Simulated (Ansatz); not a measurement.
# Smearing, entropy and the zero-width energy in Al2Cu

Method: DFT r2SCAN, scalar-relativistic, plane waves, PAW in Ansatz.

```
Al Cu
1.0
     4.10518    0.00000    0.00000
     0.00000    4.10518    0.00000
     0.00000    0.00000    2.89131
Al Cu
2 1
Direct
  0.50000 0.00000 0.50000
  0.00000 0.50000 0.50000
  0.00000 0.00000 0.00000
```

The plane-wave cutoff is 500 eV, the Γ-centred k-mesh is 10×10×14 and the spin treatment is unpolarised.

The same metal under several smearings of width σ, on one mesh. F is the free energy, TS the smearing's entropy term for the cell of 3 atoms, and E = F + TS. Gaussian occupations are ½ erfc[(ε − μ)/σ], and N counts both spins.

| rule | σ (eV) | F − F(narrowest) (meV/atom) | TS (meV/cell) |
| --- | --- | --- | --- |
| Fermi–Dirac | 0.01 | -0.056 | 0.334 |
| Fermi–Dirac | 0.05 | -1.203 | 6.863 |
| Fermi–Dirac | 0.2 | -18.205 | 112.027 |
| Fermi–Dirac | 0.3 | -42.279 | 266.631 |
| Gaussian | 0.01 | 0.000 | 0.092 |
| Gaussian | 0.02 | -0.035 | 0.231 |
| Gaussian | 0.1 | -0.757 | 4.333 |

Task: For a density of states N (both spins) that is flat over the smeared range, TS = Nσ²/2 (Gaussian) and (π²/3)Nσ² (Fermi–Dirac). What N does each run give?

Result:
| rule | σ (eV) | N (states/eV a cell) |
| --- | --- | --- |
| Fermi–Dirac | 0.01 | 1.01 |
| Fermi–Dirac | 0.05 | 0.83 |
| Fermi–Dirac | 0.2 | 0.85 |
| Fermi–Dirac | 0.3 | 0.90 |
| Gaussian | 0.01 | 1.84 |
| Gaussian | 0.02 | 1.15 |
| Gaussian | 0.1 | 0.87 |

Equal entropy needs σ_Gauss = π√(2/3) σ_FD = 2.57 σ_FD, so a Fermi–Dirac width acts like a Gaussian one 2.57 times as large. At moderate widths N lies between 0.83 and 0.87, nearly constant, so the density of states is smooth near the Fermi level and the mesh resolves it. At the narrowest widths only the few mesh levels within σ of μ count, so N can scatter there.

Task: To second order F = E0 − TS/2 and E = E0 + TS/2. How well does E0 = (E + F)/2 undo the smearing?

Result:
| rule | σ (eV) | F − E0(narrowest) (meV/atom) | (E + F)/2 − E0(narrowest) (meV/atom) |
| --- | --- | --- | --- |
| Fermi–Dirac | 0.01 | -0.07 | -0.02 |
| Fermi–Dirac | 0.05 | -1.22 | -0.07 |
| Fermi–Dirac | 0.2 | -18.22 | 0.45 |
| Fermi–Dirac | 0.3 | -42.29 | 2.14 |
| Gaussian | 0.01 | -0.02 | 0.00 |
| Gaussian | 0.02 | -0.05 | -0.01 |
| Gaussian | 0.1 | -0.77 | -0.05 |

At Fermi–Dirac 0.05 eV the free energy is off by -1.22 meV/atom and the mean by -0.07. What remains is of order σ⁴ plus the mesh error of the narrowest run, which is no exact reference. Forces and stress are derivatives of F, not of E0, so they keep the σ² error.

6 further runs of this set aren't shown, and 1 didn't finish or converge.

The free energy falls as the smearing widens, but most of that shift is a removable entropy contribution. In the Fermi-Dirac runs, averaging E and F reduces the error from -18.22 to 0.45 meV/atom at 0.2 eV, and still leaves 2.14 at 0.3 eV. The positive remainder and the rise in apparent N from 0.85 to 0.90 fit together: both suggest that the density of states curves upward around the Fermi level, so that a wider window takes in more states than a flat band would supply. The modest N itself is what broad, mainly sp-derived metallic bands would give, with the Cu 3d shell largely filled and lying deeper. The value of 1.84 from the narrowest Gaussian is therefore no evidence of a sharp peak at the Fermi level. The cell is also not that of the familiar θ phase of Al2Cu, whose Cu atoms sit in square antiprisms of Al, so N shouldn't be carried over to that compound.
